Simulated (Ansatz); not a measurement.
Structure relaxation of Cd

All numbers below come from Ansatz, DFT PBE, scalar-relativistic, plane waves, PAW. Cutoff 420 eV, Γ-centred k mesh, Gaussian smearing, no spin polarisation in the final step.

The start puts Cd on the sites of a reported C cell (P6_3/mmc, No. 194), at a guessed volume.

```yaml
crystal:
  lattice:
    - [3.79506, 0.00000, 0.00000]
    - [-1.89753, 3.28662, 0.00000]
    - [0.00000, 0.00000, 12.39456]
  atoms:
    - { symbol: Cd, position: [0.00000, 0.00000, 0.09375] }
    - { symbol: Cd, position: [0.00000, 0.00000, 0.59375] }
    - { symbol: Cd, position: [0.00000, 0.00000, 0.40625] }
    - { symbol: Cd, position: [0.00000, 0.00000, 0.90625] }
    - { symbol: Cd, position: [0.33333, 0.66667, 0.15625] }
    - { symbol: Cd, position: [0.66667, 0.33333, 0.65625] }
    - { symbol: Cd, position: [0.33333, 0.66667, 0.34375] }
    - { symbol: Cd, position: [0.66667, 0.33333, 0.84375] }
```

Cell and atoms relax at zero pressure; the relaxation can't lower the symmetry of the start. After a coarse first stage the cell is made exact in the group found at 0.06 Å.

Energies count from the standard state of Cd at the same level.

(1) Which crystal results?

(2) What are its volume, energy, density and gap?

## Answers

(1) It keeps P6_3/mmc (No. 194), but not the shape of the type it started on. Conventional cell: a = 4.904 Å, c = 11.454 Å. Cd on Wyckoff site e (4 atoms of the primitive cell) is coordinated by 1 Cd at 2.76 Å, 4 Cd at 2.97–3.05 Å and 3 Cd at 3.37 Å; Cd on Wyckoff site f (4 atoms of the primitive cell) has 6 Cd at 2.92–3.05 Å and 3 Cd at 3.37 Å.

```xyz
8
Lattice="4.9044 0.0000 0.0000 -2.4522 4.2474 0.0000 0.0000 0.0000 11.4539" Properties=species:S:1:pos:R:3 pbc="T T T"
Cd    0.0000    0.0000    1.4851
Cd    0.0000    0.0000    7.2121
Cd    0.0000    0.0000    4.2418
Cd    0.0000    0.0000    9.9688
Cd    0.0000    2.8316    0.3469
Cd    2.4522    1.4158    6.0739
Cd    0.0000    2.8316    5.3800
Cd    2.4522    1.4158   11.1070
```

(2) The volume per atom is 29.82 Å³. The density is 6.26 g/cm³, the energy over the standard structure is 0.16 eV/atom and the gap on the 9×9×4 mesh is 0 eV (a metal).

The final run used a 9×9×4 mesh on its 8-atom cell and 0.10 eV smearing. The k mesh leaves about 4 meV/atom of noise in metals. A structure relaxed within its symmetry needn't be a true minimum.